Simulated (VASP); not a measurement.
Input of a VASP 6.6.1 run:

Contents of POSCAR:

```
HfO2
1.0
    5.0750382184      0.0000000000     -0.0123644969
    0.0000000000      5.1565622701      0.0000000000
   -0.8641336181      0.0000000000      5.1711784931
  Hf              O
     4     8
Direct
     0.2773252325987731    0.0427277699228505    0.2076789422313562
     0.7226747674012269    0.5427277699228505    0.2923210577686438
     0.7226747674012269    0.9572722300771495    0.7923210577686438
     0.2773252325987731    0.4572722300771495    0.7076789422313562
     0.4469164221593993    0.7583079786749096    0.4809217798111565
     0.5530835778406008    0.2583079786749097    0.0190782201888435
     0.5530835778406008    0.2416920213250903    0.5190782201888434
     0.4469164221593993    0.7416920213250904    0.9809217798111566
     0.0716209936977866    0.3381223079782025    0.3400745662060873
     0.9283790063022134    0.8381223079782025    0.1599254337939127
     0.9283790063022134    0.6618776920217975    0.6599254337939128
     0.0716209936977866    0.1618776920217975    0.8400745662060872
```

File INCAR.step1:

```
  PREC = Accurate
  ENCUT = 600
  EDIFF = 1E-8
  ISMEAR = 0
  SIGMA = 0.03
  LREAL = F
  LASPH = T
  NELM = 80
  ALGO = Normal
  ISIF = 3
  LWAVE = F
  LCHARG = F
  GGA = PS
  KPAR = 4
  IBRION = 2
  NSW = 40
  EDIFFG = -0.002
```

The input INCAR.step2:

```
  PREC = Accurate
  ENCUT = 600
  EDIFF = 1E-8
  ISMEAR = 0
  SIGMA = 0.03
  LREAL = F
  LASPH = T
  NELM = 80
  ALGO = Normal
  ISIF = 2
  LWAVE = F
  LCHARG = F
  GGA = PS
  KPAR = 4
  IBRION = 6
  NFREE = 2
  POTIM = 0.015
  NSW = 1
```

KPOINTS

```
regular mesh
0
Gamma
  6 6 6
```

Potentials or basis: VASP PAW PBE potentials, release 64 (Hf_pv, O).

Run with:

```bash
$ cat potpaw_PBE.64/Hf_pv/POTCAR potpaw_PBE.64/O/POTCAR > POTCAR
$ cp INCAR.step1 INCAR
$ mpirun -np 4 vasp_std > vasp.out
$ cp CONTCAR POSCAR
$ cp INCAR.step2 INCAR
$ mpirun -np 4 vasp_std > vasp.out
```

Task: What does it give for the highest phonon frequency at Γ, LO-TO splitting left out?

Result: 769 cm⁻¹.

Phonon frequencies in cm⁻¹ (negative: imaginary):
| q point | frequencies |
| --- | --- |
| (0.000, 0.000, 0.000) | 0 0 0 120 131 133 134 147 166 182 234 242 251 254 256 318 331 331 337 351 384 393 399 408 492 500 511 512 547 567 604 628 651 665 731 769 |

 Spin-orbit coupling is left out, which matters for the levels of Hf.
